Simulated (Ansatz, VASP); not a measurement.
**Two plane-wave programs on PbSe**

Contents of INCAR:

```
SYSTEM = PbSe
ALGO = Normal ; EDIFF = 1E-6
EDIFFG = -0.01 ; ENCUT = 600
GGA = PE ; IBRION = 2
ISIF = 3 ; ISMEAR = 0
LASPH = .TRUE. ; LCHARG = .FALSE.
LREAL = .FALSE. ; LWAVE = .FALSE.
NELM = 100 ; NSW = 100
PREC = Accurate ; SIGMA = 0.01
```

The input KPOINTS:

```
k-points
0
G
  9 9 6
  0 0 0
```

The input POSCAR:

```
PbSe
1.0
    4.2589371132      0.0000000000      0.0000000000
   -2.1294685566      3.6883477331      0.0000000000
    0.0000000000      0.0000000000      7.6573641765
Pb Se
2 2
Direct
    0.6666666667      0.3333333333      0.7500000000
    0.3333333333      0.6666666667      0.2500000000
    0.0000000000      0.0000000000      0.0000000000
    0.0000000000      0.0000000000      0.5000000000
```

Input for Ansatz:

```yaml
crystal:
  lattice:
    - [4.2589371132, 0.0, 0.0]
    - [-2.1294685566, 3.6883477331, 0.0]
    - [0.0, 0.0, 7.6573641765]
  atoms:
    - { symbol: Pb, position: [0.6666666667, 0.3333333333, 0.75] }
    - { symbol: Pb, position: [0.3333333333, 0.6666666667, 0.25] }
    - { symbol: Se, position: [0.0, 0.0, 0.0] }
    - { symbol: Se, position: [0.0, 0.0, 0.5] }
basis:
  ecutwfc: 420
kpoints:
  mp_grid: { grid: [9, 9, 6] }
hamiltonian:
  xc: pbe
scf:
  occupations: { method: gaussian, width: 0.01 }
output:
  forces: true
  stress: true
  eigenvalues: true
  write_density: true
  write_potential: true
  elf: true
  volumetric_format: npy
relax:
  adjacent_minimum: "off"
  f_tol: 0.01
  max_steps: 80
  cell: { stress_tol: 0.05 }
```

Alike in both runs: task relaxation of cell and atoms; functional PBE; k mesh 9 × 9 × 6; occupations gaussian, width 0.01 eV; no spin polarisation.

|  | VASP | Ansatz |
| --- | --- | --- |
| version | VASP 6.6.1 | Ansatz 0.2.0 |
| potentials or method | VASP PAW PBE potentials, release 64 (Pb_d, Se) | scalar-relativistic, plane waves, PAW |
| plane-wave cutoff (eV) | 600 | 420 |
| valence electrons in the cell | 40 | 60 |

```csv
,VASP,Ansatz,Ansatz less VASP
"gap on the k mesh at the Fermi level, each at its own relaxed structure (eV)",0.38,0.38,+0.001
relaxed volume (Å³/atom),30.19,30.18,-0.010
relaxed cell length with the largest relative difference (Å),7.651,7.646,-0.0043
```

The two sets of potentials don't hold the same shells in valence.

Caveats: spin-orbit coupling is left out, which as a rule narrows the gap of such compounds by several tenths of an eV; an odd mesh through Γ misses points on the zone boundary, where band edges often lie.
